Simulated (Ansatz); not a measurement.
## Fe: equation of state with PBE

Fe:

```
CELL_PARAMETERS angstrom
0.00000 1.94174 1.96511
1.49844 0.00000 1.96511
1.49844 1.94174 0.00000
ATOMIC_POSITIONS crystal
Fe 0.00000 0.00000 0.00000
```

```
Program             : Ansatz 0.2.0
Task                : equation of state
Functional          : PBE
Potentials or basis : all-electron LAPW, scalar-relativistic
Basis error allowed : 0.0005 eV/atom
k mesh              : 13 × 13 × 13
Occupations         : fermi-dirac, width 0.05 eV
Spin                : collinear spin, ferromagnetic start
Starting moments    : [3.0] μB
```

| Quantity | Value |
| --- | --- |
| Equilibrium volume | 11.35 Å³/atom |
| Bulk modulus at fixed shape and positions | 183 GPa |
| Pressure derivative of the bulk modulus | 7.1 |

Energy against volume, from the lowest point:
```
volume (Å³/atom)  energy (meV/atom)
          10.749              20.85
          10.978               7.37
          11.207               0.73
          11.435               0.00
          11.664               4.23
          11.893              12.60
          12.121              24.61
```

All runs of the series together: 10 min on 2 threads of Intel(R) Xeon(R) Processor @ 2.50GHz (Skylake/Cascade Lake), with other jobs on the host.

Caveat: the cell was scaled at fixed shape and fractional positions, which overstates the stiffness of a crystal with free parameters, most of all of layers and chains.
